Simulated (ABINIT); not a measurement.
# ZnSe (Stilleite): G0W0 in ABINIT against the exchange cutoff

Aim: move the exchange cutoff of a G0W0 run on ZnSe (Stilleite) over a wide range.

Program: ABINIT 10.8.3. Level of theory: PBE and many-body steps on it, plane waves. Results are calculated unless marked as measured.

Report form: the programs' logs are mostly left out.

## (1) The starting structure

It takes space group F-43m (No. 216, cubic). The conventional cell has a = 5.668 Å, b = 5.668 Å, c = 5.668 Å, α = 90.00°, β = 90.00°, γ = 90.00°. Nearest to Zn lie 4 Se at 2.45 Å. Se has 4 Zn at 2.45 Å nearest. Farther neighbours and most contacts between anions are not listed.

The cell and positions come from the Crystallography Open Database and are kept as given unless a step says otherwise.

## (2) Screening, 4×4×4 mesh, 91 bands, screening to 163.3 eV

This step: ABINIT 10.8.3; RPA screening on PBE, plane waves, norm-conserving pseudopotentials.

The RPA dielectric matrix is built and inverted for each q.

run.abi

```
acell 3*1.0 Angstrom
rprim 
  -0.000000000000 2.833800000000 2.833800000000
  2.833800000000 0.000000000000 2.833800000000
  2.833800000000 2.833800000000 -0.000000000000
ntypat 2
znucl 30 34
natom 2
typat 1 2
xred 
  0.000000000000 0.000000000000 0.000000000000
  0.250000000000 0.250000000000 0.250000000000
pp_dirpath "pseudos"
pseudos "Zn.upf, Se.upf"
ecut 39
ngkpt 4 4 4
nshiftk 1
shiftk 0 0 0
kptopt 1
chksymbreak 0
istwfk *1
occopt 1
irdwfk 1
optdriver 3
nband 91
ecuteps 6
inclvkb 2
awtr 1
symchi 1
indata_prefix "in"
outdata_prefix "out"
tmpdata_prefix "tmp"
```

Command:

```bash
OMP_NUM_THREADS=1 mpirun -n 8 abinit run.abi > log
```

Elapsed: 17 s, on 8 MPI ranks of Intel Xeon Platinum 8488C (Sapphire Rapids), shared host; peak memory 1.6 GiB.

Numbers from this step:

- ε∞ with local fields, on this mesh, along the program's q direction: 14.01
- the same without local fields: 14.99
- plasma frequency: 33.02 eV
- plane waves in the screening matrix: 181

Local fields lower ε∞ by 7 %. On a Γ-centred mesh this coarse the value itself is usually too large, while a short band sum pulls it down.

## (3) 3.9 Ha

This step: G0W0 on PBE, plane waves, norm-conserving pseudopotentials.

Changes to run.abi since step 2:

```diff
@@ -23,8 +23,15 @@
 irdwfk 1
-optdriver 3
+optdriver 4
 nband 91
+gwcalctyp 0
+ecutsigx 3.9
+symsigma 1
+nkptgw 1
+kptgw 
+  0.0000000000 0.0000000000 0.0000000000
+bdgw 
+  16 22
 ecuteps 6
-inclvkb 2
-awtr 1
-symchi 1
+irdscr 1
+ppmodel 1
 indata_prefix "in"
```

Elapsed: 3 s, on 8 MPI ranks; peak memory 0.14 GiB; 22 s of CPU time.

This step gave:

```
G0W0 gap on the points computed              : 1.954 eV
starting gap on the mesh                     : 1.288 eV
k of the valence top                         : 0, 0, 0
k of the conduction bottom                   : 0, 0, 0
Z at the valence top                         : 0.8
Z at the conduction bottom                   : 0.816
least direct G0W0 gap on the computed points : 1.954 eV
```

## (4) 7.8 Ha

Changes to run.abi since step 3:

```diff
@@ -26,3 +26,3 @@
 gwcalctyp 0
-ecutsigx 3.9
+ecutsigx 7.8
 symsigma 1
```

Wall time 3.6 s (8 MPI ranks); peak memory 1.1 GiB; 27 s of CPU time.

This step gave:

- G0W0 gap on the points computed: 2.090 eV
- starting gap on the mesh: 1.288 eV
- k of the valence top: 0, 0, 0
- k of the conduction bottom: 0, 0, 0
- Z at the valence top: 0.798
- Z at the conduction bottom: 0.815
- least direct G0W0 gap on the computed points: 2.090 eV

## (5) 15.6 Ha

The self-energy is evaluated for the states that the input lists, and the levels follow from it, in one-shot runs by the linearised quasiparticle equation.

Changes to run.abi since step 4:

```diff
@@ -26,3 +26,3 @@
 gwcalctyp 0
-ecutsigx 7.8
+ecutsigx 15.6
 symsigma 1
```

Wall time 3.5 s (8 MPI ranks); peak memory 1.1 GiB; 27 s of CPU time.

Numbers from this step:

| Property | Result |
| --- | --- |
| G0W0 gap on the points computed | 2.317 eV |
| starting gap on the mesh | 1.288 eV |
| k of the valence top | 0, 0, 0 |
| k of the conduction bottom | 0, 0, 0 |
| least direct G0W0 gap on the computed points | 2.317 eV |

The gap on the mesh goes from 1.29 eV to 2.32 eV, a correction of +1.03 eV.

## (6) 27.3 Ha

Changes to run.abi since step 5:

```diff
@@ -26,3 +26,3 @@
 gwcalctyp 0
-ecutsigx 15.6
+ecutsigx 27.3
 symsigma 1
```

Elapsed: 3.6 s, on 8 MPI ranks; peak memory 1.1 GiB; 27 s of CPU time.

Numbers from this step:

* G0W0 gap on the points computed: 2.497 eV
* starting gap on the mesh: 1.288 eV
* k of the valence top: 0, 0, 0
* k of the conduction bottom: 0, 0, 0
* least direct G0W0 gap on the computed points: 2.497 eV

Against the run before, the gap moves by +0.180 eV.

## (7) 39 Ha

Changes to run.abi since step 6:

```diff
@@ -26,3 +26,3 @@
 gwcalctyp 0
-ecutsigx 27.3
+ecutsigx 39
 symsigma 1
```

Elapsed: 3.7 s, on 8 MPI ranks; peak memory 1.1 GiB; 28 s of CPU time.

This step gave:

```yaml
g0w0_gap_on_the_points_computed: 2.54 eV
starting_gap_on_the_mesh: 1.288 eV
k_of_the_valence_top: 0, 0, 0
k_of_the_conduction_bottom: 0, 0, 0
least_direct_g0w0_gap_on_the_computed_points: 2.54 eV
```

Against the run before, the gap moves by +0.043 eV.

## (8) The runs together

Times are wall times on 8 MPI ranks of Intel Xeon Platinum 8488C (Sapphire Rapids), shared host, good to a factor of about two. A run's time includes the screening step that it read.

```tsv
run	mesh	bands	screening cutoff (eV)	DFT gap (eV)	gap on the mesh (eV)	direct (eV)	ε∞ used	time
3.9 Ha	4×4×4	91	163.3	1.288	1.954	1.954	14.01	20 s
7.8 Ha	4×4×4	91	163.3	1.288	2.090	2.090	14.01	21 s
15.6 Ha	4×4×4	91	163.3	1.288	2.317	2.317	14.01	20 s
27.3 Ha	4×4×4	91	163.3	1.288	2.497	2.497	14.01	21 s
39 Ha	4×4×4	91	163.3	1.288	2.540	2.540	14.01	21 s
```

## (9) What came out

```json
{"3.9 Ha": "1.954 eV", "7.8 Ha": "2.090 eV", "15.6 Ha": "2.317 eV", "27.3 Ha": "2.497 eV", "39 Ha": "2.540 eV", "known limits": "not at the basis limit; exchange with frozen shells missing; no spin-orbit coupling; coarse k mesh"}
```

**Reading.** The setting moved: exchange cutoff. From 3.9 Ha to 39 Ha the gap moves by +0.59 eV. The last step still moves it by +0.043 eV. Bands and screening cutoff are coupled, so a series along one setting does not show full convergence. Below the screening cutoff the correlation part is cut too. Bands and cutoff are finite, so the gap is not at the basis limit. The miss can reach some tenths of an eV and take either sign; the mesh is an error of its own. In the G0W0 runs levels were corrected at 1 k point alone, so a gap called «on the mesh» is the least over those, and an edge elsewhere would be missed. The 4×4×4 mesh is coarse for this cell, which bears on the long-range parts of exchange and screening. The norm-conserving file of at least one element keeps a d shell over frozen s and p shells of the same row. Exchange with those shells is missing from the self-energy, an error of 0.3 to 0.9 eV in cases checked, whose sign depends on which edge lies on those atoms. The many-body steps are scalar-relativistic: spin-orbit coupling is not in them.

[Paths, hosts, dates, memory and timing lines, banners, echoed tables and standing remarks are left out of the program output.]

[Logs are printed without paths, hosts, clocks, repeated set-up lines and the standing remarks that a program may print on its own settings, such as how far it seeks lower states.]

[Runs of the session that timed out or met a known fault of the program may be left out.]

[Hosts, paths, dates, database ids (printed as entryN), source tags and the programs' standing remarks are cut or masked in the printed files.]

[G0W0 gaps are taken among the corrected bands and points alone; a level outside them can change the order at an edge.]

[Where Ansatz stands beside ABINIT at settings called matched, ABINIT's density can come from a denser mesh and the files from another edition; pairs whose starting gaps differed by over 0.03 eV were left out, so agreement reads better than it is.]
